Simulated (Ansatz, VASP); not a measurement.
## Two plane-wave programs on KF

```xyz
2
Lattice="0.0000 2.6544 2.6544 2.6544 0.0000 2.6544 2.6544 2.6544 0.0000" Properties=species:S:1:pos:R:3 pbc="T T T"
K     0.0000    0.0000    0.0000
F     2.6544    2.6544    2.6544
```

Alike in both runs: task single point; functional PBE; dispersion D3(BJ); k mesh 6 × 6 × 6; occupations gaussian, width 0.1 eV; no spin polarisation.

```csv
,VASP,Ansatz
version,VASP 6.6.1,Ansatz 0.2.0
potentials or method,"VASP PAW PBE potentials, release 64 (K_sv, F)","scalar-relativistic, plane waves, PAW"
plane-wave cutoff (eV),520,420
valence electrons in the cell,16,16
```

Ansatz gave:

* gap on the k mesh at the Fermi level (eV): 6.29
* least direct gap on the mesh (eV): 6.29
* pressure (GPa): 0.7

Question: Which values does VASP return?

Answer: gap on the k mesh at the Fermi level (eV): 6.27; least direct gap on the mesh (eV): 6.27; pressure (GPa): 0.8.

Expect the measured gap to be larger: semilocal functionals such as PBE lack the derivative discontinuity.
